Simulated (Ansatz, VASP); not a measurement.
**One calculation of Ta2N, two programs**

```
Ta N
1.0
     3.13348    0.00000    0.00000
    -1.56674    2.71367    0.00000
     0.00000    0.00000    4.90209
Ta N
2 1
Cartesian
  0.0000 1.8091 1.2486
  1.5667 0.9046 3.6535
  0.0000 0.0000 0.0000
```

Change from the starting cell: volume scaled by 1.02.

Alike in both runs: task single point; functional PBEsol; k mesh 10 × 10 × 6; occupations fermi-dirac, width 0.05 eV; no spin polarisation.

|  | VASP | Ansatz |
| --- | --- | --- |
| version | VASP 6.6.1 | Ansatz 0.2.0 |
| potentials or method | VASP PAW PBE potentials, release 64 (Ta_pv, N) | Ansatz PAW |
| plane-wave cutoff (eV) | 520 | 420 |
| valence electrons in the cell | 27 | 31 |

VASP gave:

* gap on the k mesh at the Fermi level (eV): none
* pressure (GPa): -13.7
* largest component of the traceless stress (GPa): 0.35
* rms of the force components (eV/Å): 0.167

Task: Which values does Ansatz return?

Result: gap on the k mesh at the Fermi level (eV): none; pressure (GPa): -14.1; largest component of the traceless stress (GPa): 0.42; rms of the force components (eV/Å): 0.188.

Atom by atom the forces differ by 0.021 eV/Å (rms over components). A gap of «none» marks a metal or a gap that the smearing closes. The two sets of potentials don't hold the same shells in valence.

Caveats: the PAW data sets were made with another functional, which shifts forces and pressure a little (VASP); the PAW data sets come from PBE, with cores solved anew for the run's functional, which leaves a small shift of forces and pressure (Ansatz). The runs have no spin-orbit coupling, so splittings on Ta are missing.
